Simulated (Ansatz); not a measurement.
The following input was run with Ansatz 0.2.0.

```yaml
crystal:
  lattice:
    - [2.5753926619, 0.0, 0.0]
    - [-1.2876963309, 2.2303554699, 0.0]
    - [0.0, 0.0, 8.8096917247]
  atoms:
    - { symbol: C, position: [0.33333333, 0.66666667, 0.0] }
    - { symbol: C, position: [0.66666667, 0.33333333, 0.0] }
basis:
  ecutwfc: 420
kpoints:
  mp_grid: { grid: [21, 21, 6] }
hamiltonian:
  xc: pbesol
scf:
  occupations: { method: gaussian, width: 0.1 }
output:
  forces: true
  stress: true
  eigenvalues: true
```

Launched with
```bash
ansatz run input.yaml --threads 1 --pin off --max-ram 1331MiB --backend cpu --events-out ev --progress --plain --runs-dir out
```

Level of theory: DFT PBEsol, scalar-relativistic, plane waves, PAW (Ansatz).

Abridged output:

```
Pseudopotentials: kind: paw
Pseudopotential: C, paw, valence charge 4, recommended cutoff 420 eV (normal)
Functional definition: PBEsol
Crystal: 2 atoms, lattice volume = 50.603 Å³
Basis set: ecut = 420 eV, 1019 PW (Γ), exchange–correlation on 36×36×120 points (8 copies of the dense FFT grid, shifted against one another)
Bands: 8, of which v1, the nominal top of the filled ones, is band 4 counted from 1 (3 counted from 0)
Symmetry: 24 space group operations
Space group: P6/mmm (ITA 191), of the structure as read, at distance tolerance 3.7e-5 Å
k-points: 192 of 2646
Initial density: superposition of atomic densities (neutral atoms: chi_scale 0, normalization atom), corrected by the library's trained network
Initial wavefunctions: pseudopotential atomic-orbital guess
Functional: x = pbesol(κ = 0.804, μ = 0.12345679), c = pbesol(β = 0.046)
SCF iter   1: F=—  HF=-493.097535 eV  |F-HF|=—  |Δ(HF+E_count)|=         —  Δρ=3.23e-3  dr2=2.52e-3  ethr=1.77e-3  ⟨swp⟩=5.8  Hψ=11491  notcnv=0
SCF iter   2: F=—  HF=-493.097687 eV  |F-HF|=—  |Δ(HF+E_count)|=   1.52e-4  Δρ=1.80e-3  dr2=9.92e-4  ethr=3.16e-5  ⟨swp⟩=1.6  Hψ=3217  notcnv=0
SCF iter   3: F=—  HF=-493.097666 eV  |F-HF|=—  |Δ(HF+E_count)|=   2.11e-5  Δρ=1.88e-4  dr2=1.67e-5  ethr=1.24e-5  ⟨swp⟩=2.8  Hψ=2718  notcnv=0
SCF iter   4: F=—  HF=-493.097693 eV  |F-HF|=—  |Δ(HF+E_count)|=   2.70e-5  Δρ=3.89e-5  dr2=6.05e-7  ethr=2.09e-7  ⟨swp⟩=2.8  Hψ=2289  notcnv=0
SCF iter   5: F=-493.097705 eV  HF=-493.097703 eV  |F-HF|=1.92e-6  |Δ(HF+E_count)|=   1.05e-5  Δρ=6.14e-6  dr2=2.07e-8  ethr=7.56e-9  ⟨swp⟩=2.3  Hψ=2139  notcnv=0
SCF iter   6: F=-493.097705 eV  HF=-493.097705 eV  |F-HF|=9.28e-9  |Δ(HF+E_count)|=   1.94e-6  Δρ=1.18e-6  dr2=3.97e-10  ethr=2.59e-10  ⟨swp⟩=5.2  Hψ=8966  notcnv=0
SCF 1 converged in 6 iterations: F = -493.097705 eV  dr2 = 3.97e-10
SCF converged after 6 iterations
Free energy (F): -493.097705 eV
Harris-Foulkes:  -493.097705 eV  (|F-HF|=9.28e-9)
Internal energy: -493.097193 eV  (E = F + TS)
E sigma→0 (E₀):  -493.097449 eV
Entropy (-TS):   -0.000512 eV (-0.256 meV/atom)
Fermi energy:    -0.608498 eV
--- Per-component energies (eV) ---
  E_band       = -74.035387
  E_kinetic    = 173.785868
  E_local      = -1151.400748  (includes V_loc(G=0)·N_el)
  E_nonlocal   = 52.973399
  E_hartree    = 489.486693
  E_xc         = -92.970479
  E_vxc        = -115.412905  (∫ρ·V_xc dr)
  E_paw        = -190.186355  (= ΣΔE_a)
  E_vpaw       = -12.954083  (= ΣTr[D̂ρ^β])
  E_aug_tail   = 0.000014  (compensation charges beyond the density's cutoff)
  E_ewald      = 225.172214
  E_core_change = 0.042201  (= ΣΔE_core)
  E_smearing   = -0.000512  (= −TS)
--- Forces (eV/Å), atoms counted from 1 ---
  atom   1  C      0.00000000     0.00000000     0.00000000
  atom   2  C      0.00000000     0.00000000     0.00000000
--- Stress (GPa, compression-positive) ---
      -18.168322       0.000000       0.000000
        0.000000     -18.168322       0.000000
        0.000000       0.000000      -0.000605
  P = ⅓ Tr σ = -12.1124 GPa (-121.124 kbar)
--- Band table (eV; the first three rows and the last of 192) ---
  k-point 0: bands = ["-19.0752", "-7.4185", "-3.6480", "-3.6480", "2.9260", "5.1089", "6.5832", "6.8654"]
  k-point 1: bands = ["-19.0752", "-7.4184", "-3.6480", "-3.6480", "3.0061", "4.7447", "6.8654", "6.8654"]
  k-point 2: bands = ["-19.0752", "-7.4186", "-3.6483", "-3.6483", "3.2434", "4.1564", "6.8652", "6.8652"]
  k-point 191: bands = ["-12.7634", "-12.7634", "-10.2973", "-0.6084", "-0.6084", "9.7055", "11.2815", "11.2815"]
```

Self-consistency was reached.

The cell holds layers, and where no dispersion correction was added their binding is poorly described.